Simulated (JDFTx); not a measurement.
Crystal: K.

```
CELL_PARAMETERS angstrom
-2.69756 2.69756 2.69756
2.69756 -2.69756 2.69756
2.69756 2.69756 -2.69756
ATOMIC_POSITIONS crystal
K 0.00000 0.00000 0.00000
```

| Quantity | Value |
| --- | --- |
| Program | JDFTx 1.7.0 (patched build) |
| Task | relaxation of cell and atoms |
| Functional | PBE |
| Potentials or basis | SG15-PBE-1.2 with smoothed tails |
| Cutoff | 1088 eV |
| Density cutoff | 4354 eV |
| k mesh | 7 × 7 × 7 |
| Occupations | fermi-dirac, width 0.05 eV |
| Spin | no spin polarisation |

At the start: pressure -0.2 GPa; volume 78.52 Å³/atom.

Q: How do energy, volume and symmetry change on relaxing?

A: Over 6 steps the energy falls by 3.3 meV/atom and the volume is 73.64 Å³/atom (-6.2 %); space group Im-3m (No. 229, to 0.05 Å).

The path:
```csv
step,energy change (eV),largest force (eV/Å),pressure (GPa),volume (Å³)
1,0.0000,0.0000,-0.20,78.52
2,-0.0005,0.0000,-0.19,78.11
3,-0.0032,0.0000,0.03,73.01
4,-0.0033,0.0000,0.00,73.63
5,-0.0033,0.0000,0.00,73.65
6,-0.0033,0.0000,0.00,73.64
```

Final structure:
```
K
1.0
    -2.64049    2.64049    2.64049
     2.64049   -2.64049    2.64049
     2.64049    2.64049   -2.64049
K
1
Direct
  0.00000 0.00000 0.00000
```

Caveat: the plane waves are those of the starting cell, so after so large a change of volume the result is rough.
